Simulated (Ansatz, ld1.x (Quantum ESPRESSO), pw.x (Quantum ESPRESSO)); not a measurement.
**pw.x on bcc Al: one setting changed**

Potential: norm-conserving Troullier–Martins (Kleinman–Bylander form), ld1.x (Quantum ESPRESSO) 7.5, PBE; core [Ne], reference 3s2 3p1; waves: 3s (bound): rc 1.85 bohr; 3p (bound): rc 1.80 bohr; 3d channel at 0.45 Ry: rc 1.55 bohr; local part: all-electron potential smoothed inside 1.35 bohr (lloc = -1); core correction: a·sin(br)/r model core, default radius (core density twice the valence density).

The reference run (k-mesh 14³, cutoffs 50/200 Ry, Fermi–Dirac 0.01 Ry, mixing_beta 0.4, conv_thr 1e-9, no spin) gives -0.79 GPa at 16.945 Å³/atom, where all-electron LAPW gives 0.07 GPa. This run, with its own iteration cap, changes mixing_ndim to 2.

```
&control
  calculation='scf', prefix='x', pseudo_dir='./', outdir='./tmp', tstress=.true., disk_io='none'
/
&system
  ibrav=0, nat=1, ntyp=1, ecutwfc=50, ecutrho=200, nbnd=8,
  occupations='smearing', smearing='fd', degauss=0.01
/
&electrons
  conv_thr=1e-09, mixing_beta=0.4, electron_maxstep=60, mixing_ndim=2
/
ATOMIC_SPECIES
Al 1.0 Al.UPF
CELL_PARAMETERS angstrom
  -1.61805716 1.61805716 1.61805716
  1.61805716 -1.61805716 1.61805716
  1.61805716 1.61805716 -1.61805716
ATOMIC_POSITIONS crystal
Al 0.0000 0.0000 0.0000
K_POINTS automatic
14 14 14 0 0 0
```

```bash
pw.x < Al.scf.in > Al.scf.out
```

**Question.** How does the run end?

**Answer.** It converges in 7 iterations; the free energy moves by +0.0 meV/atom and the pressure by +0.00 GPa. The result is that of the reference run.

```
Message from routine setup:
     using ibrav=0 with symmetry is DISCOURAGED, use correct ibrav instead
     lattice parameter (alat)  =       5.2961  a.u.
     unit-cell volume          =     114.3505 (a.u.)^3
     number of electrons       =         3.00
     number of Kohn-Sham states=            8
     kinetic-energy cutoff     =      50.0000  Ry
     charge density cutoff     =     200.0000  Ry
     scf convergence threshold =      1.0E-09
     Exchange-correlation= PBE
     number of k points=   104  Fermi-Dirac smearing, width (Ry)=  0.0100
     iteration #  1     ecut=    50.00 Ry     beta= 0.40
     total energy              =      -5.46797940 Ry
     estimated scf accuracy    <       0.00601665 Ry
     iteration #  2     ecut=    50.00 Ry     beta= 0.40
     total energy              =      -5.46725272 Ry
     estimated scf accuracy    <       0.00189132 Ry
     iteration #  3     ecut=    50.00 Ry     beta= 0.40
     total energy              =      -5.46733581 Ry
     estimated scf accuracy    <       0.00000113 Ry
     iteration #  4     ecut=    50.00 Ry     beta= 0.40
     total energy              =      -5.46734205 Ry
     estimated scf accuracy    <       0.00000007 Ry
     iteration #  5     ecut=    50.00 Ry     beta= 0.40
     total energy              =      -5.46734206 Ry
     estimated scf accuracy    <       0.00000001 Ry
     iteration #  6     ecut=    50.00 Ry     beta= 0.40
     total energy              =      -5.46734206 Ry
     estimated scf accuracy    <          3.2E-09 Ry
     iteration #  7     ecut=    50.00 Ry     beta= 0.40
     the Fermi energy is     7.6433 ev
!    total energy              =      -5.46734206 Ry
     estimated scf accuracy    <          3.4E-11 Ry
     smearing contrib. (-TS)   =      -0.00173725 Ry
     The total energy is F=E-TS. E is the sum of the following terms:
     one-electron contribution =       2.88494511 Ry
     hartree contribution      =       0.00461589 Ry
     xc contribution           =      -2.99929977 Ry
     ewald contribution        =      -5.35586604 Ry
     convergence has been achieved in   7 iterations
          total   stress  (Ry/bohr**3)                   (kbar)     P=       -7.87
     Message from routine punch:
     Nothing written, as per user request (disk_io='none')
```

The run took about 6.8 s on one core of a shared host (Neoverse-V1, 32 threads, 247 GiB, load 18).
